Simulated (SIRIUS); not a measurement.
Na in SIRIUS: convergence with empty bands

Input of the first run (empty bands 1); the others differ in this setting and in those tied to it:

Contents of sirius.json:

```json
{
  "control": {
    "processing_unit": "cpu",
    "verbosity": 2,
    "num_bands_to_print": 6,
    "print_forces": true,
    "print_stress": true
  },
  "parameters": {
    "electronic_structure_method": "pseudopotential",
    "xc_functionals": ["XC_GGA_X_PBE", "XC_GGA_C_PBE"],
    "gk_cutoff": 9.4,
    "pw_cutoff": 18.8,
    "ngridk": [9, 9, 9],
    "shiftk": [0, 0, 0],
    "smearing": "fermi_dirac",
    "smearing_width": 0.0018374661,
    "num_bands": 6,
    "num_mag_dims": 0,
    "num_dft_iter": 100,
    "energy_tol": 1e-08,
    "density_tol": 1e-06
  },
  "iterative_solver": {
    "type": "davidson",
    "min_tolerance": 1e-10
  },
  "mixer": {
    "type": "anderson",
    "beta": 0.7,
    "max_history": 8
  },
  "settings": {
    "tol_ne": 1e-10
  },
  "unit_cell": {
    "lattice_vectors": [
      [-0.57735026919, 0.57735026919, 0.57735026919],
      [0.57735026919, -0.57735026919, 0.57735026919],
      [0.57735026919, 0.57735026919, -0.57735026919]
    ],
    "lattice_vectors_scale": 7.0077106546,
    "atom_coordinate_units": "lattice",
    "atom_types": ["Na"],
    "atom_files": {
      "Na": "Na.json"
    },
    "atoms": {
      "Na": [
        [0.0, 0.0, 0.0]
      ]
    }
  }
}
```

Potentials or basis: PseudoDojo 0.5 PBE standard (scalar relativistic).

The run is started by

```sh
$ upf_to_json Na.upf
$ OMP_NUM_THREADS=1 sirius.scf --input=sirius.json --output=out.json --task=0
```

Hardware: 1 thread of AMD EPYC 9R45 96-Core Processor (Zen 5), with other jobs on the host.

| empty bands | energy less the tightest run, at zero smearing (meV/atom) | SCF cycles | CPU time (s) | peak memory (GiB) |
| --- | --- | --- | --- | --- |
| 1 | 0.00 | 21 | 9 | 0.21 |
| 2 | 0.00 | 12 | 6.5 | 0.21 |
| 3 | 0.00 | 9 | 6 | 0.21 |
| 4 | 0.00 | 8 | 6.4 | 0.21 |
| 6 | 0.00 | 9 | 7.8 | 0.22 |
| 10 | 0.00 | 8 | 9.7 | 0.23 |
| 16 | 0.00 | 7 | 12 | 0.24 |

Against the tightest run, the energy stays within 1 meV/atom from 1 on. The tightest run that finished is the yardstick and may itself not be fully converged.
